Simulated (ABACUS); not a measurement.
Runs of ABACUS 3.10.1 on Li. It takes space group Im-3m (No. 229, cubic). Conventional cell: a = 3.509 Å, b = 3.509 Å, c = 3.509 Å, α = 90.00°, β = 90.00°, γ = 90.00°. Li (site symmetry m-3m) has 8 Li at 3.04 Å as nearest neighbours. 

| task | level | potentials or basis | cell | k mesh | cutoff (eV) | orbital files | optimiser | force threshold | max steps | cell moves | gap on the mesh (eV) | pressure (GPa) | relaxed volume (Å³/atom) |
| --- | --- | --- | --- | --- | --- | --- | --- | --- | --- | --- | --- | --- | --- |
| relaxation of cell and atoms | PBE | PseudoDojo NC SR 0.5 PBE standard, DZP LCAO (the cutoffs set its grid) | relaxed | 10 × 10 × 10 | 1361 | Li Li_confined-atom_8au_3s1p.orb | ASE BFGS | 0.03 eV/Å | 60 | yes | none | 0.0 | (a) |
| single point | PBEsol | PseudoDojo NC SR 0.5 PBE stringent, plane waves | as given | 9 × 9 × 9 | 1320 | - | - | - | - | - | none | -0.8 | - |
| single point | PBE | PseudoDojo NC SR 0.5 PBE standard, DZP LCAO (the cutoffs set its grid) | as given | 10 × 10 × 10 | 1361 | Li Li_confined-atom_8au_3s1p.orb | - | - | - | - | none | -0.7 | - |
| single point | B86bPBE | PseudoDojo NC SR 0.5 PBE stringent, plane waves | as given | 9 × 9 × 9 | 1320 | - | - | - | - | - | none | -0.8 | - |
| single point | revPBE | Ansatz NC PBE, plane waves | as given | 9 × 9 × 9 | 1034 | - | - | - | - | - | none | -0.3 | - |
| relaxation of cell and atoms | revPBE | Ansatz NC PBE, plane waves | relaxed | 9 × 9 × 9 | 1034 | - | cg | 0.02 eV/Å | - | - | none | 0.0 | 21.18 |

Alike in all rows: no spin polarisation; smearing fermi-dirac 0.05 eV.

Q: Estimate the missing entries.

A: (a) 20.48.

Caveats: the potentials were made for another functional, which shifts forces and pressure (some runs); the atomic orbitals were generated for these runs and aren't a published set (some runs); the basis of atomic orbitals isn't converged, which shifts pressures, moduli and gaps (some runs).

A gap of «none» marks a metal or a gap under the smearing width.
